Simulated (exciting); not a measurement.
# InP (F-43m) in exciting: single point with PBEsol

Aim: the single point of InP with PBEsol.

All numbers are computed with exciting (release sodium); they aren't measurements. Logs are shortened: lines on timing, memory, paths and dates and some standing lists are left out, and cuts for length are marked.

**Measured values to compare with.**

A printed reference work, data compilation reports, for a bulk crystal of InP at 1.6 K: band gap 1.4236 eV (direct).

The runs below are set against these values where they give the same quantity.

### 1 Starting point

It takes space group F-43m (No. 216, cubic). Conventional cell: a = 5.861 Å, b = 5.861 Å, c = 5.861 Å, α = 90.00°, β = 90.00°, γ = 90.00°. Around In (site symmetry -43m) lie 4 P at 2.54 Å. Around P (site symmetry -43m) lie 4 In at 2.54 Å.

### 2 Single point, PBEsol

input.xml

```xml
<input>
  <title>InP</title>
  <structure speciespath="./" tshift="false">
    <crystal scale="1">
      <basevect>7.831691831415 0.000000000000 0.000000000000</basevect>
      <basevect>3.915845915708 6.782444080643 0.000000000000</basevect>
      <basevect>3.915845915708 2.260814693548 6.394549603196</basevect>
    </crystal>
    <species speciesfile="In.xml" rmt="2.3">
      <atom coord="0.000000000000 0.000000000000 0.000000000000"/>
    </species>
    <species speciesfile="P.xml" rmt="2">
      <atom coord="0.750000000000 0.750000000000 0.750000000000"/>
    </species>
  </structure>
  <groundstate do="fromscratch" ngridk="8 8 8" rgkmax="7.8" gmaxvr="14" lmaxapw="10" lmaxmat="10" lmaxvr="8" xctype="GGA_PBE_SOL" stype="Gaussian" swidth="0.00183747" nempty="10" ValenceRelativity="iora*" epsengy="1e-05" epspot="1e-05" maxscl="60" tforce="true" outputlevel="high"/>
</input>
```

Potentials or basis: all-electron LAPW+lo, shipped species files, valence relativity iora*.

On the command line:

```bash
$ OMP_NUM_THREADS=1 exciting_smp
```

INFO.OUT:

```text
================================================================================
EXCITING SODIUM started
[... 10 lines left out ...]

 Lattice vectors (cartesian) :
      7.8316918314      0.0000000000      0.0000000000
      3.9158459157      6.7824440806      0.0000000000
      3.9158459157      2.2608146935      6.3945496032

 Reciprocal lattice vectors (cartesian) :
      0.8022768825     -0.4631947741     -0.3275281658
      0.0000000000      0.9263895481     -0.3275281658
      0.0000000000      0.0000000000      0.9825844973

 Unit cell volume                           :     339.6657619395
 Brillouin zone volume                      :       0.7302773527

 Species :    1 (In)
     parameters loaded from                 :    In.xml
     name                                   :    indium
     nuclear charge                         :     -49.00000000
     electronic charge                      :      49.00000000
     atomic mass                            :  209300.41010000
     muffin-tin radius                      :       2.30000000
     # of radial points in muffin-tin       :     400

     atomic positions (lattice) :
       1 :   0.00000000  0.00000000  0.00000000

 Species :    2 (P)
     parameters loaded from                 :    P.xml
     name                                   :    phosphorus
     nuclear charge                         :     -15.00000000
     electronic charge                      :      15.00000000
     atomic mass                            :   56461.71408000
     muffin-tin radius                      :       2.00000000
     # of radial points in muffin-tin       :     300

     atomic positions (lattice) :
       1 :   0.75000000  0.75000000  0.75000000

 Total number of atoms per unit cell        :       2

 Spin treatment                             :    spin-unpolarised

 Number of Bravais lattice symmetries       :      48
 Number of crystal symmetries               :      24

 k-point grid                               :       8    8    8
 Total number of k-points                   :      43
 k-point set is reduced with crystal symmetries

 R^MT_min * |G+k|_max (rgkmax)              :       7.80000000
 Species with R^MT_min                      :       2 (P)
 Maximum |G+k| for APW functions            :       3.90000000
 Maximum |G| for potential and density      :      14.00000000
 Polynomial order for pseudochg. density    :       9

 G-vector grid sizes                        :      36    36    36
 Total number of G-vectors                  :   15665

 Maximum angular momentum used for
     APW functions                          :      10
     computing H and O matrix elements      :      10
     potential and density                  :       8
     inner part of muffin-tin               :       2

 Total nuclear charge                       :     -64.00000000
 Total electronic charge                    :      64.00000000
 Total core charge                          :      40.00000000
 Total valence charge                       :      24.00000000

 Effective Wigner radius, r_s               :       1.08208422

 Number of empty states                     :      10
 Total number of valence states             :      23

 Maximum Hamiltonian size                   :     381
 Maximum number of plane-waves              :     360
 Total number of local-orbitals             :      21

 Exchange-correlation type                  :      22
     PBEsol, Phys. Rev. Lett. 100, 136406 (2008)
     Generalised gradient approximation (GGA)

 Smearing scheme                            :    Gaussian
 Smearing width                             :       0.00183747

[... 7 lines left out ...]
* Groundstate module started                                                   *
********************************************************************************
 Output level for this task is set to high

++++++++++++++++++++++++++++++++++++++++++++++++++++++++++++++++++++++++++++++++
[... 5 lines left out ...]
+ SCF iteration number :    1                                                  +
++++++++++++++++++++++++++++++++++++++++++++++++++++++++++++++++++++++++++++++++
 Total energy                               :     -6218.22028824
 _______________________________________________________________
 Fermi energy                               :         0.16304266
 Kinetic energy                             :      6523.03469204
 Coulomb energy                             :    -12561.32351537
 Exchange energy                            :      -176.27555080
 Correlation energy                         :        -3.65591412
 Sum of eigenvalues                         :     -3730.24183091
 Effective potential energy                 :    -10253.27652295
 Coulomb potential energy                   :    -10016.94539690
 xc potential energy                        :      -236.33112605
 Hartree energy                             :      2018.83407177
 Electron-nuclear energy                    :    -14054.61354043
 Nuclear-nuclear energy                     :      -525.54404670
 Madelung energy                            :     -7552.85081692
 Core-electron kinetic energy               :         0.00000000

 DOS at Fermi energy (states/Ha/cell)       :         0.00000000

 Electron charges :
     core                                   :        40.00000000
     core leakage                           :         0.00172598
     valence                                :        24.00000000
     interstitial                           :         4.44500522
     charge in muffin-tin spheres :
                  atom     1    In          :        46.57344834
                  atom     2     P          :        12.98154644
     total charge in muffin-tins            :        59.55499478
     total charge                           :        64.00000000

 Estimated fundamental gap                  :         0.03950985
        valence-band maximum at    1      0.0000  0.0000  0.0000
     conduction-band minimum at    1      0.0000  0.0000  0.0000

++++++++++++++++++++++++++++++++++++++++++++++++++++++++++++++++++++++++++++++++
+ SCF iteration number :    2                                                  +
++++++++++++++++++++++++++++++++++++++++++++++++++++++++++++++++++++++++++++++++
 Total energy                               :     -6221.16133378
 _______________________________________________________________
 Fermi energy                               :         0.17160560
 Kinetic energy                             :      6521.07424511
 Coulomb energy                             :    -12562.27452113
 Exchange energy                            :      -176.30315946
 Correlation energy                         :        -3.65789829
 Sum of eigenvalues                         :     -3731.18000474
 Effective potential energy                 :    -10252.25424984
 Coulomb potential energy                   :    -10015.88338225
 xc potential energy                        :      -236.37086759
 Hartree energy                             :      2020.84709217
 Electron-nuclear energy                    :    -14057.57756660
 Nuclear-nuclear energy                     :      -525.54404670
 Madelung energy                            :     -7554.33283000
 Core-electron kinetic energy               :         0.00000000
[... 444 lines left out ...]
+ SCF iteration number :   13                                                  +
++++++++++++++++++++++++++++++++++++++++++++++++++++++++++++++++++++++++++++++++
 Total energy                               :     -6222.13779989
 _______________________________________________________________
 Fermi energy                               :         0.17735770
 Kinetic energy                             :      6520.11145875
 Coulomb energy                             :    -12562.29469743
 Exchange energy                            :      -176.29547451
 Correlation energy                         :        -3.65908670
 Sum of eigenvalues                         :     -3731.54206435
 Effective potential energy                 :    -10251.65352309
 Coulomb potential energy                   :    -10015.29093186
 xc potential energy                        :      -236.36259124
 Hartree energy                             :      2021.45971887
 Electron-nuclear energy                    :    -14058.21036960
 Nuclear-nuclear energy                     :      -525.54404670
 Madelung energy                            :     -7554.64923150
 Core-electron kinetic energy               :         0.00000000

 DOS at Fermi energy (states/Ha/cell)       :         0.00000000

 Electron charges :
     core                                   :        40.00000000
     core leakage                           :         0.00171714
     valence                                :        24.00000000
     interstitial                           :         4.53756972
     charge in muffin-tin spheres :
                  atom     1    In          :        46.71612922
                  atom     2     P          :        12.74630105
     total charge in muffin-tins            :        59.46243028
     total charge                           :        64.00000000

 Estimated fundamental gap                  :         0.02234619
        valence-band maximum at    1      0.0000  0.0000  0.0000
     conduction-band minimum at    1      0.0000  0.0000  0.0000

 RMS change in effective potential (target) :  0.135434E-08  ( 0.100000E-04)
 Absolute change in total energy   (target) :  0.404772E-06  ( 0.100000E-04)
 Charge distance                   (target) :  0.237406E-09  ( 0.100000E-04)
 Abs. change in max-nonIBS-force   (target) :   0.00000      ( 0.500000E-04)

++++++++++++++++++++++++++++++++++++++++++++++++++++++++++++++++++++++++++++++++
| Convergency criteria checked for the last 2 iterations                       +
| Convergence targets achieved. Performing final SCF iteration                 +
++++++++++++++++++++++++++++++++++++++++++++++++++++++++++++++++++++++++++++++++
 Total energy                               :     -6222.13780043
 _______________________________________________________________
 Fermi energy                               :         0.17735770
 Kinetic energy                             :      6520.11145851
 Coulomb energy                             :    -12562.29469771
 Exchange energy                            :      -176.29547453
 Correlation energy                         :        -3.65908670
 Sum of eigenvalues                         :     -3731.54206441
 Effective potential energy                 :    -10251.65352293
 Coulomb potential energy                   :    -10015.29093167
 xc potential energy                        :      -236.36259126
 Hartree energy                             :      2021.45971934
 Electron-nuclear energy                    :    -14058.21037035
 Nuclear-nuclear energy                     :      -525.54404670
 Madelung energy                            :     -7554.64923188
 Core-electron kinetic energy               :         0.00000000

 DOS at Fermi energy (states/Ha/cell)       :         0.00000000

 Electron charges :
     core                                   :        40.00000000
     core leakage                           :         0.00171714
     valence                                :        24.00000000
     interstitial                           :         4.53756972
     charge in muffin-tin spheres :
                  atom     1    In          :        46.71612923
                  atom     2     P          :        12.74630105
     total charge in muffin-tins            :        59.46243028
     total charge                           :        64.00000000

 Estimated fundamental gap                  :         0.02234619
        valence-band maximum at    1      0.0000  0.0000  0.0000
     conduction-band minimum at    1      0.0000  0.0000  0.0000

++++++++++++++++++++++++++++++++++++++++++++++++++++++++++++++++++++++++++++++++
+ Self-consistent loop stopped                                                 +
++++++++++++++++++++++++++++++++++++++++++++++++++++++++++++++++++++++++++++++++
 STATE.OUT is written

--------------------------------------------------------------------------------
- Writing atomic positions and forces                                          -
--------------------------------------------------------------------------------

 Atomic positions (lattice) :
 atom     1  In  :     0.00000000    0.00000000    0.00000000
 atom     2   P  :     0.75000000    0.75000000    0.75000000

 Total atomic forces including IBS (cartesian) :
 atom     1  In  :    -0.00000000   -0.00000000    0.00000000
 atom     2   P  :     0.00000000    0.00000000   -0.00000000

 Atomic force components including IBS (cartesian) :
 atom     1  In  :     0.00000000    0.00000000   -0.00000000   HF force
                 :     0.00000000   -0.00000000   -0.00000000   core correction
                 :     0.00000000    0.00000000   -0.00000000   IBS correction
 atom     2   P  :    -0.00000000   -0.00000000    0.00000000   HF force
                 :    -0.00000000    0.00000000    0.00000000   core correction
                 :    -0.00000000   -0.00000000    0.00000000   IBS correction

********************************************************************************
* Groundstate module stopped                                                   *
********************************************************************************

================================================================================
| EXCITING SODIUM stopped                                                      =
================================================================================
```

It took 2 min on 1 thread of Arm Neoverse V1, shared host; peak memory 0.14 GiB.

What came out:

| Quantity | Value |
| --- | --- |
| Free energy | -169312.9950 eV |
| Band gap on the k mesh | 0.61 eV, direct |
| All electrons inside the program's atomic spheres | In 46.72; P 12.75 (radii In 2.3, P 2.0 bohr) |

Levels at points of the mesh, in eV from the valence-band top:
```tsv
k point	band 8	band 9	band 10	band 11	band 12	band 13	band 14	band 15	band 16	band 17
(0.00, 0.00, 0.00)	-14.01	-11.54	0.00	0.00	0.00	0.61	4.01	4.01	4.01	8.37
(0.50, 0.00, 0.00)	-14.00	-9.80	-5.80	-0.98	-0.98	1.40	4.73	4.73	6.95	9.32
(0.50, 0.50, 0.00)	-13.97	-9.13	-5.81	-2.35	-2.35	1.64	2.17	9.09	9.51	9.51
```

Caveat: spin-orbit coupling is left out, which moves the levels of the heavy elements.

### 3 Against experiment

Step 2. A measured gap of InP is 1.4236 eV (direct; 1.6 K; a printed reference work, data compilation); the calculated 0.61 eV misses it by -0.82 eV. Spin-orbit coupling on In is left out. The value is that of PBEsol, without temperature or zero-point motion. Semilocal functionals fall short of measured gaps as a rule.
